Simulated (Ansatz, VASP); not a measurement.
## K32HBr31 (U centre (hydride ion on a halide site) in KBr): VASP beside Ansatz

Aim: how closely do two programs agree when they are given the same cell, functional and k mesh? The cell is taken from a series of runs on this material, whose earlier steps may have relaxed, scaled, displaced or heated it; both programs get it as it stands.

Calculated with Ansatz 0.2.0; plane waves, with VASP 6.6.1 beside it; single point at HSE06.

## Step 1: The starting structure

The cell holds 64 atoms: 32 K, 31 Br and 1 H. Cell: a = 13.402 Å, b = 13.402 Å, c = 13.402 Å, α = 90.0°, β = 90.0°, γ = 90.0°. It derives from KBr (KBr (Fm-3m)). Nearest the centre at fractional (0.250, 0.500, 0.500): H64 at 0.44 Å, K15 at 3.20 Å, K8 at 3.20 Å, K13 at 3.20 Å, K29 at 3.20 Å, K16 at 3.21 Å, K11 at 3.21 Å, Br47 at 4.71 Å.

## Step 2: VASP: single point, HSE06

A single point gives forces, pressure and levels at one fixed geometry, so differences don't come from the geometry; what else differs is listed under the comparison.

Lines of VASP's logs that name or quote its potential files are left out, and so is its time.

The run reads the wave functions of an earlier VASP run, which isn't shown here.

The input, INCAR:

```
SYSTEM = K32HBr31
PREC = Accurate
ENCUT = 400
EDIFF = 1E-06
NELM = 100
ISMEAR = -1
SIGMA = 0.01
LREAL = Auto
ALGO = Normal
LHFCALC = .TRUE.
AEXX = 0.25
GGA = PE
HFSCREEN = 0.208
LASPH = .TRUE.
NBANDS = 297
PRECFOCK = Fast
LORBIT = 11
LWAVE = .FALSE.
LCHARG = .FALSE.
ISIF = 2
```

The input, POSCAR:

```
K32HBr31
1.0
   13.4017531701      0.0000000000      0.0000000000
    0.0000000000     13.4017531701      0.0000000000
    0.0000000000      0.0000000000     13.4017531701
K Br H
32 31 1
Direct
    0.9998638850      0.0000000000      0.0000000000
    0.9998685610      0.2498685610      0.2498685610
    0.2500000000      0.0000000000      0.2515705910
    0.2500000000      0.2515705910      0.0000000000
    0.0015705910      0.0000000000      0.5000000000
    0.9998685610      0.2498685610      0.7501314390
    0.2500000000      0.0000000000      0.7484294090
    0.2500000000      0.2609057160      0.5003195880
    0.0015705910      0.5000000000      0.0000000000
    0.9998685610      0.7501314390      0.2498685610
    0.2500000000      0.4999539050      0.2605302470
    0.2500000000      0.7484294090      0.0000000000
    0.0108583870      0.4999539050      0.5003195880
    0.9998685610      0.7501314390      0.7501314390
    0.2500000000      0.4999539050      0.7388134730
    0.2500000000      0.7391889420      0.5003195880
    0.5001361150      0.0000000000      0.0000000000
    0.5001314390      0.2498685610      0.2498685610
    0.7500000000      0.0000000000      0.2498638850
    0.7500000000      0.2498638850      0.0000000000
    0.4984294090      0.0000000000      0.5000000000
    0.5001314390      0.2498685610      0.7501314390
    0.7500000000      0.0000000000      0.7501361150
    0.7500000000      0.2515705910      0.5000000000
    0.4984294090      0.5000000000      0.0000000000
    0.5001314390      0.7501314390      0.2498685610
    0.7500000000      0.5000000000      0.2515705910
    0.7500000000      0.7501361150      0.0000000000
    0.4891416130      0.4999539050      0.5003195880
    0.5001314390      0.7501314390      0.7501314390
    0.7500000000      0.5000000000      0.7484294090
    0.7500000000      0.7484294090      0.5000000000
    0.9999317380      0.0000000000      0.2499317380
    0.9999317380      0.2499317380      0.0000000000
    0.2500000000      0.0000000000      0.0000000000
    0.2500000000      0.2515261840      0.2515261840
    0.9999317380      0.0000000000      0.7500682620
    0.0015261840      0.2515261840      0.5000000000
    0.2500000000      0.0000000000      0.5000000000
    0.2500000000      0.2515261840      0.7484738160
    0.0015261840      0.5000000000      0.2515261840
    0.9999317380      0.7500682620      0.0000000000
    0.2500000000      0.5000000000      0.0000000000
    0.2500000000      0.7484738160      0.2515261840
    0.0015261840      0.5000000000      0.7484738160
    0.0015261840      0.7484738160      0.5000000000
    0.2500000000      0.7484738160      0.7484738160
    0.5000682620      0.0000000000      0.2499317380
    0.5000682620      0.2499317380      0.0000000000
    0.7500000000      0.0000000000      0.0000000000
    0.7500000000      0.2499317380      0.2499317380
    0.5000682620      0.0000000000      0.7500682620
    0.4984738160      0.2515261840      0.5000000000
    0.7500000000      0.0000000000      0.5000000000
    0.7500000000      0.2499317380      0.7500682620
    0.4984738160      0.5000000000      0.2515261840
    0.5000682620      0.7500682620      0.0000000000
    0.7500000000      0.5000000000      0.0000000000
    0.7500000000      0.7500682620      0.2499317380
    0.4984738160      0.5000000000      0.7484738160
    0.4984738160      0.7484738160      0.5000000000
    0.7500000000      0.5000000000      0.5000000000
    0.7500000000      0.7500682620      0.7500682620
    0.2500000000      0.5046787480      0.4675613780
```

The input, KPOINTS:

```
Automatic mesh
0
Gamma
1 1 1
0 0 0
```

The projector-augmented-wave data sets are K_sv, Br and H (PBE family, release 64).

Run with:

```console
$ export OMP_NUM_THREADS=4
$ mpirun -np 1 vasp_gam
```

What it wrote:

```text
[banner, memory and clock lines left out]
running    1 mpi-ranks, on    1 nodes
[...]
Offloading initialized ...    1 GPUs detected
[...]
LDA part: xc-table for (Slater+PW92), standard interpolation
 found WAVECAR, reading the header
 POSCAR, INCAR and KPOINTS ok, starting setup
[...]
reading WAVECAR
 the WAVECAR file was read successfully
 initial charge from wavefunction
 entering main loop
       N       E                     dE             d eps       ncg     rms          rms(c)
DAV:   1    -0.227236650222E+03   -0.22724E+03   -0.54358E+00   659   0.533E+00    0.621E+00
DAV:   2    -0.227306240664E+03   -0.69590E-01   -0.34466E-01   756   0.736E-01    0.408E+00
DAV:   3    -0.227294986885E+03    0.11254E-01   -0.21165E-02   740   0.260E-01    0.229E+00
DAV:   4    -0.227291905187E+03    0.30817E-02   -0.73756E-03   756   0.141E-01    0.128E+00
[...]
DAV:  10    -0.227291024264E+03   -0.23942E-05   -0.58970E-06   540   0.499E-03    0.534E-02
DAV:  11    -0.227291025894E+03   -0.16292E-05   -0.28818E-06   484   0.356E-03    0.320E-02
DAV:  12    -0.227291026689E+03   -0.79481E-06   -0.14702E-06   404   0.263E-03
   1 F= -.22729103E+03 E0= -.22729103E+03  d E =-.547740E-12
```

Parts of OUTCAR (step 2):

```text
  Total       -4.1828394     -4.1411804     -3.9557166      0.0000000     -0.0040840      0.0000000
  in kB       -2.7841775     -2.7564485     -2.6330003      0.0000000     -0.0027184      0.0000000
  external PRESSURE =      -2.7245421 kB  Pullay stress =       0.0000000 kB

 POSITION                                       TOTAL-FORCE (eV/Angst)
 -----------------------------------------------------------------------------------
     13.39993      0.00000      0.00000         0.009129     -0.000787      0.006581
     13.39999      3.34868      3.34868         0.009832      0.011636     -0.001422
      3.35044      0.00000      3.37149        -0.000000     -0.004147     -0.006029
      3.35044      3.37149      0.00000        -0.000000     -0.002615      0.024727
      0.02105      0.00000      6.70088        -0.004621     -0.003450     -0.006255
     13.39999      3.34868     10.05308        -0.014153     -0.012937      0.007001
      3.35044      0.00000     10.03027        -0.000000     -0.002950      0.004512
      3.35044      3.49659      6.70516        -0.000000     -0.019543     -0.085222
      0.02105      6.70088      0.00000        -0.003221      0.001107      0.025308
     13.39999     10.05308      3.34868         0.014394     -0.012390      0.002416
      3.35044      6.70026      3.49156        -0.000000      0.014326      0.008603
      3.35044     10.03027      0.00000        -0.000000      0.003226      0.025934
      0.14552      6.70026      6.70516        -0.005929      0.012838     -0.087190
     13.39999     10.05308     10.05308        -0.011302      0.012679      0.003665
[...]
-----------------------------------------------------------------------------------
    total drift:                                0.000004     -0.011584     -0.002747

  FREE ENERGIE OF THE ION-ELECTRON SYSTEM (eV)
  ---------------------------------------------------
  free  energy   TOTEN  =      -227.2910266885 eV

  energy  without entropy=     -227.2910266885  energy(sigma->0) =     -227.29102669

[... 3 further parts left out ...]
[key lines of the parts left out:]
E-fermi :  -0.9768
```

The run ends at a pressure of -0.27 GPa, with forces up to 0.29 eV/Å.

## Step 3: Ansatz: single point, HSE06

Ansatz runs on its default PAW (the set named soft_2) files.

The same cell, functional, mesh and smearing now go to Ansatz.

The input, input.yaml:

```yaml
crystal:
  lattice:
    - [13.40175317, 0.0, 0.0]
    - [0.0, 13.40175317, 0.0]
    - [0.0, 0.0, 13.40175317]
  atoms:
    - { symbol: K, position: [-0.000136115, 0.0, 0.0] }
    - { symbol: K, position: [-0.000131439, 0.249868561, 0.249868561] }
    - { symbol: K, position: [0.25, 0.0, 0.251570591] }
    - { symbol: K, position: [0.25, 0.251570591, 0.0] }
    - { symbol: Br, position: [-6.8262e-05, 0.0, 0.249931738] }
    - { symbol: Br, position: [-6.8262e-05, 0.249931738, 0.0] }
    - { symbol: Br, position: [0.25, 0.0, 0.0] }
    - { symbol: Br, position: [0.25, 0.251526184, 0.251526184] }
    - { symbol: K, position: [0.001570591, 0.0, 0.5] }
    - { symbol: K, position: [-0.000131439, 0.249868561, 0.750131439] }
    - { symbol: K, position: [0.25, 0.0, 0.748429409] }
    - { symbol: K, position: [0.25, 0.260905716, 0.500319588] }
    - { symbol: Br, position: [-6.8262e-05, 0.0, 0.750068262] }
    - { symbol: Br, position: [0.001526184, 0.251526184, 0.5] }
    - { symbol: Br, position: [0.25, 0.0, 0.5] }
    - { symbol: Br, position: [0.25, 0.251526184, 0.748473816] }
    - { symbol: K, position: [0.001570591, 0.5, 0.0] }
    - { symbol: K, position: [-0.000131439, 0.750131439, 0.249868561] }
    - { symbol: K, position: [0.25, 0.499953905, 0.260530247] }
    - { symbol: K, position: [0.25, 0.748429409, 0.0] }
    - { symbol: Br, position: [0.001526184, 0.5, 0.251526184] }
    - { symbol: Br, position: [-6.8262e-05, 0.750068262, 0.0] }
    - { symbol: Br, position: [0.25, 0.5, 0.0] }
    - { symbol: Br, position: [0.25, 0.748473816, 0.251526184] }
    - { symbol: K, position: [0.010858387, 0.499953905, 0.500319588] }
    - { symbol: K, position: [-0.000131439, 0.750131439, 0.750131439] }
    - { symbol: K, position: [0.25, 0.499953905, 0.738813473] }
    - { symbol: K, position: [0.25, 0.739188942, 0.500319588] }
    - { symbol: Br, position: [0.001526184, 0.5, 0.748473816] }
    - { symbol: Br, position: [0.001526184, 0.748473816, 0.5] }
    - { symbol: H, position: [0.25, 0.504678748, 0.467561378] }
    - { symbol: Br, position: [0.25, 0.748473816, 0.748473816] }
    - { symbol: K, position: [0.500136115, 0.0, 0.0] }
    - { symbol: K, position: [0.500131439, 0.249868561, 0.249868561] }
    - { symbol: K, position: [0.75, 0.0, 0.249863885] }
    - { symbol: K, position: [0.75, 0.249863885, 0.0] }
    - { symbol: Br, position: [0.500068262, 0.0, 0.249931738] }
    - { symbol: Br, position: [0.500068262, 0.249931738, 0.0] }
    - { symbol: Br, position: [0.75, 0.0, 0.0] }
    - { symbol: Br, position: [0.75, 0.249931738, 0.249931738] }
    - { symbol: K, position: [0.498429409, 0.0, 0.5] }
    - { symbol: K, position: [0.500131439, 0.249868561, 0.750131439] }
    - { symbol: K, position: [0.75, 0.0, 0.750136115] }
    - { symbol: K, position: [0.75, 0.251570591, 0.5] }
    - { symbol: Br, position: [0.500068262, 0.0, 0.750068262] }
    - { symbol: Br, position: [0.498473816, 0.251526184, 0.5] }
    - { symbol: Br, position: [0.75, 0.0, 0.5] }
    - { symbol: Br, position: [0.75, 0.249931738, 0.750068262] }
    - { symbol: K, position: [0.498429409, 0.5, 0.0] }
    - { symbol: K, position: [0.500131439, 0.750131439, 0.249868561] }
    - { symbol: K, position: [0.75, 0.5, 0.251570591] }
    - { symbol: K, position: [0.75, 0.750136115, 0.0] }
    - { symbol: Br, position: [0.498473816, 0.5, 0.251526184] }
    - { symbol: Br, position: [0.500068262, 0.750068262, 0.0] }
    - { symbol: Br, position: [0.75, 0.5, 0.0] }
    - { symbol: Br, position: [0.75, 0.750068262, 0.249931738] }
    - { symbol: K, position: [0.489141613, 0.499953905, 0.500319588] }
    - { symbol: K, position: [0.500131439, 0.750131439, 0.750131439] }
    - { symbol: K, position: [0.75, 0.5, 0.748429409] }
    - { symbol: K, position: [0.75, 0.748429409, 0.5] }
    - { symbol: Br, position: [0.498473816, 0.5, 0.748473816] }
    - { symbol: Br, position: [0.498473816, 0.748473816, 0.5] }
    - { symbol: Br, position: [0.75, 0.5, 0.5] }
    - { symbol: Br, position: [0.75, 0.750068262, 0.750068262] }
basis:
  ecutwfc: 420
  xc_grid: 2
hamiltonian:
  xc: hse06
kpoints:
  mp_grid: { grid: [1, 1, 1] }
scf:
  occupations: { method: fermi_dirac, width: 0.01 }
  max_iter: 120
output:
  forces: true
checkpoint:
  read: "../relax.run"
```

Run with:

```console
$ ansatz run input.yaml --threads 32 --pin off --max-ram 84787MiB --backend cuda --events-out ev --progress --plain --runs-dir out --max-vram 78GiB
```

What it wrote:

```text
Warning: checkpoint.read: the run can stay near the saved state's solution: 7 site(s) moved relative to the saved geometry (max |Δs| = 3.244e-2 fractional); the SCF starts from the saved state under ` [...]
Engine: ansatz 0.2.0, aarch64-unknown-linux-gnu
[...]
Pseudopotential: K, paw, valence charge 9, recommended cutoff 420 eV (normal), K.paw.azcp
Pseudopotential: Br, paw, valence charge 7, recommended cutoff 420 eV (normal), Br.paw.azcp
Pseudopotential: H, paw, valence charge 1, recommended cutoff 420 eV (normal), H.paw.azcp
Functional definition: HSE06
[...]
Crystal: 64 atoms, lattice volume = 2407.049 Å³
Basis set: ecut = 420 eV, 47089 PW (Γ), exchange–correlation on 180×180×180 points (8 copies of the dense FFT grid, shifted against one another)
Bands: 317, of which v1, the nominal top of the filled ones, is band 253 counted from 1 (252 counted from 0)
[...]
Space group: Pm (ITA 6), of the structure as read, at distance tolerance 1.3e-4 Å
k-points: 1
[...]
SCF iter   1: F=—  HF=-135704.070067 eV  |Δ(HF+E_count)|=         —  Δρ=7.22e-7  dr2=1.63e-8  Hψ=1032
SCF iter   2: F=-135704.070067 eV  HF=-135704.070067 eV  |Δ(HF+E_count)|=   4.05e-9  Δρ=1.44e-7  dr2=6.44e-10  Hψ=676
SCF 4 converged in 2 iterations: F = -135704.070067 eV  dr2 = 6.44e-10
[...]
hybrid outer 3: dexx = +7.958e-10 eV, tail = 1.33e-9 eV, Δε = 8.31e-5 eV (about 1.63e-5 eV left of the loop's levels), ΔF = 1.49e-4 eV/Å (tail 1.97e-4)
hybrid SCF converged: 3 outer / 11 inner (+4 warm-up), last move |dexx| = 7.96e-10 eV, tail = 1.33e-9 eV
[...]
Free energy (F): -135704.070067 eV
[...]
Fermi energy:    3.379297 eV
--- Per-component energies (eV) ---
[...]
--- Forces (eV/Å), atoms counted from 1 ---
[...]
--- Band table (eV) ---
[...]
```

## Step 4: Side by side

Known differences besides the potentials themselves: exact exchange at q = 0 is treated differently, which shows on coarse meshes; VASP keeps PBE cores, Ansatz makes them for the functional; the cutoff is 420 eV in Ansatz and 400 eV in VASP (PREC = Accurate, projectors in real space); VASP takes a coarser grid for exact exchange (PRECFOCK = Fast). Total energies have different zeros and are not compared.

The two programs side by side:

| quantity | Ansatz | VASP | difference |
| --- | --- | --- | --- |
| gap on the k mesh (eV) | 3.937 | 3.930 | +0.007 |

Forces on 10 of the 64 atoms, those with the largest forces and the largest differences (eV/Å; atoms numbered as in POSCAR):

| atom | Ansatz x, y, z | VASP x, y, z |
| --- | --- | --- |
| K8 | 0.000, -0.020, -0.085 | 0.000, -0.020, -0.085 |
| K13 | -0.006, 0.013, -0.088 | -0.006, 0.013, -0.087 |
| K15 | 0.000, 0.010, 0.116 | 0.000, 0.010, 0.116 |
| K16 | 0.000, -0.008, -0.091 | 0.000, -0.008, -0.091 |
| K29 | 0.006, 0.013, -0.088 | 0.006, 0.013, -0.087 |
| Br44 | 0.000, 0.053, -0.028 | 0.000, 0.050, -0.024 |
| Br51 | 0.000, -0.004, 0.003 | 0.000, -0.020, -0.014 |
| Br55 | 0.000, 0.005, -0.003 | 0.000, -0.011, 0.015 |
| Br63 | 0.000, -0.005, -0.001 | 0.000, 0.012, 0.016 |
| H64 | 0.000, -0.031, 0.284 | 0.000, -0.042, 0.282 |

The forces differ by 3.7 meV/Å r.m.s., which is 12.9 % of the r.m.s. force of 0.029 eV/Å (both taken over all components). A gap on the mesh is an upper bound, since the band edges may lie between its points.

## Step 5: Summary of results

```
difference in gap on the k mesh (single point, HSE06) : 0.0074 eV
```

**Reading.** The difference in gap on the k mesh is 0.0074 eV (single point, HSE06), within the 0.08 eV picked in this series as the mark of a large difference. Such differences can come from data sets, numerical settings and the points named under the comparisons, not from the functional's error against experiment.

[Lines on the potential files, build, host, timing and source positions are cut from VASP's logs without a mark.]

[Logs are printed without paths, hosts, clocks, repeated set-up lines and the standing remarks that a program may print on its own settings, such as how far it seeks lower states.]

[Hosts, paths, dates, database ids (printed as entryN), source tags and the programs' standing remarks are cut or masked in the printed files.]
